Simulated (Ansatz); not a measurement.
Cu3Au (Auricupride), 4 atoms in the cell. Symmetry: Pm-3m, No. 221, cubic system. The conventional cell has a = 3.740 Å, b = 3.740 Å, c = 3.740 Å, α = 90.00°, β = 90.00°, γ = 90.00°. Au (site symmetry m-3m) has 12 Cu at 2.64 Å as nearest neighbours. Cu (site symmetry 4/mmm) is surrounded by 4 Au at 2.64 Å and 8 Cu at 2.64 Å. 

* Program: Ansatz 0.2.0
* Task: relaxation of cell and atoms
* Functional: revPBE
* Potentials or basis: Ansatz PAW
* Cutoff: 420 eV (not typed: the program's choice for these potentials)
* k mesh: 7 × 7 × 7
* Occupations: fermi-dirac, width 0.05 eV
* Spin: no spin polarisation

Potentials or basis: Ansatz PAW.

The run is started by

```console
$ ansatz run input.yaml --threads 2 --pin off --max-ram 5632MiB --backend cpu --events-out ev --progress --plain --runs-dir out
```

Hardware: 2 threads of Arm Neoverse V2, with other jobs on the host.

Q: How long does it take, and how much memory?

A: Run time: 10 s on 2 threads of Arm Neoverse V2, with other jobs on the host, peak memory 0.37 GiB. Counts: scf iterations 33, plane waves 1045, k points 20, bands 46, ion steps 5.
